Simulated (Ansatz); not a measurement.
## How far PBE and r2SCAN part for NaCl, Na → Li

Consider NaCl in the rock salt structure (space group Fm-3m, No. 225; a = 5.696 Å).

(Cell as relaxed with PBE.)

Levels (all Ansatz, an electronic-structure program, PAW): PBE (420 eV, without spin-orbit coupling); r2SCAN (500 eV, without spin-orbit coupling).

Each level relaxes its own structure.

```csv
base,PBE,r2SCAN
volume per atom,23.10 Å³,22.04 Å³
lattice parameter a,5.696 Å,5.608 Å
band gap,5.00 eV,5.97 eV
```

Perturbation: Li takes the place of Na on all its sites, then cell and atoms are relaxed.

```json
[
 {"quantity": "band gap", "PBE": "6.26 eV", "r2SCAN": "…"},
 {"quantity": "shift of the gap caused by the change", "PBE": "+1.26 eV", "r2SCAN": "…"},
 {"quantity": "shortest interatomic distance", "PBE": "2.575 Å", "r2SCAN": "…"}
]
```

Given the PBE results, estimate those of r2SCAN.


- band gap, r2SCAN: 7.29 eV
- shift of the gap caused by the change, r2SCAN: +1.32 eV
- shortest interatomic distance, r2SCAN: 2.556 Å

PBE's band gap lies 1.03 eV below r2SCAN's; PBE's shift of the gap caused by the change lies 0.06 eV below r2SCAN's; PBE's shortest interatomic distance lies 0.019 Å above r2SCAN's (0.7 %). Neither level is exact; r2SCAN is the comparison here, not a measurement.

No phonon test of stability was made.
